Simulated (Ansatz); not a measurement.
# InAs: band gap under strain

Aim: follow the gap of InAs built on the zincblende prototype through these states: +2.0 % equal strain in all directions; +3.0 % equal strain in all directions; +4.0 % equal strain in all directions. The table at the end shows which levels were run.

The runs shown are made with Ansatz 0.2.0. PAW datasets, plane waves. Computed at 0 K without zero-point motion; spin polarisation is off.

### 1 The structure to begin with

The unstrained cell was relaxed with r2SCAN; in each strained cell the atoms were relaxed again with r2SCAN. Names of k-points are those of the unstrained zone, where strain can split equivalent points. First state: +2.0 % equal strain in all directions.

It is cubic, F-43m (No. 216); conventional cell a = 6.231 Å, 30.25 Å³ an atom. In has 4 As at 2.70 Å; As has 4 In at 2.70 Å.

The structure in full:

```xyz
2
Lattice="0.0000 3.1157 3.1157 3.1157 0.0000 3.1157 3.1157 3.1157 0.0000" Properties=species:S:1:pos:R:3 pbc="T T T"
In    0.0000    0.0000    0.0000
As    1.5578    1.5578    1.5578
```

From earlier runs on the unstrained cell: PBE 0.00 eV, r2SCAN 0.08 eV, HSE06 0.36 eV, r2SCAN+SOC 0.00 eV; a = 6.109 Å.

### 2 +2.0 % equal strain in all directions: PBE

input.yaml reads:

```yaml
crystal:
  lattice:
    - [0.0, 3.1156822825, 3.1156822825]
    - [3.1156822825, 0.0, 3.1156822825]
    - [3.1156822825, 3.1156822825, 0.0]
  atoms:
    - { symbol: In, position: [0.0, 0.0, 0.0] }
    - { symbol: As, position: [0.25, 0.25, 0.25] }
kpoints:
  mp_grid: { grid: [8, 8, 8] }
  band_path:
    path:
      - [0.0, 0.0, 0.0]
      - [-0.5, -0.5, 0.0]
      - [-0.375, -0.375, 0.25]
      - [-0.375, 0.0, 0.375]
      - [0.0, 0.0, 0.5]
      - [-0.5, -0.25, 0.25]
    npoints: 1
hamiltonian:
  xc: pbe
scf:
  occupations: { method: fermi_dirac, width: 0.02 }
  n_extra_bands: 4
output:
  forces: true
  stress: true
  eigenvalues: true
```

On the command line:

```console
$ ansatz run input.yaml --threads 2 --pin off --max-ram 20275MiB --backend cpu --events-out ev --progress --plain --runs-dir out
```

Further steps of the session: +2.0 % equal strain in all directions: r2SCAN; +2.0 % equal strain in all directions: HSE06; +2.0 % equal strain in all directions: r2SCAN+SOC; +3.0 % equal strain in all directions: PBE; +3.0 % equal strain in all directions: r2SCAN; +3.0 % equal strain in all directions: HSE06; +3.0 % equal strain in all directions: r2SCAN+SOC; +4.0 % equal strain in all directions: PBE; +4.0 % equal strain in all directions: r2SCAN; +4.0 % equal strain in all directions: HSE06; +4.0 % equal strain in all directions: r2SCAN+SOC.

What does the calculation give?

The runs gave:

Least gap in eV (negative: overlap), with the change from the unstrained cell in brackets:

```
                                state  volume change (%)           PBE        r2SCAN         HSE06
+2.0 % equal strain in all directions               +6.1  0.00 (+0.00)  0.00 (-0.08)  0.00 (-0.36)
+3.0 % equal strain in all directions               +9.3  0.00 (+0.00)  0.00 (-0.08)  0.00 (-0.36)
+4.0 % equal strain in all directions              +12.5  0.00 (+0.00)  0.00 (-0.08)  0.00 (-0.36)
```

With HSE06, of the states in the table +2.0 % equal strain in all directions shifts the gap most, by -0.358 eV. PBE and HSE06 differ by 0.36 eV on the unstrained gap, and by at most 0.36 eV on its change. Spin-orbit coupling is left out of the table, though the cell holds In (Z = 49); in an element this heavy it can shift bands and gaps by tenths of an eV.
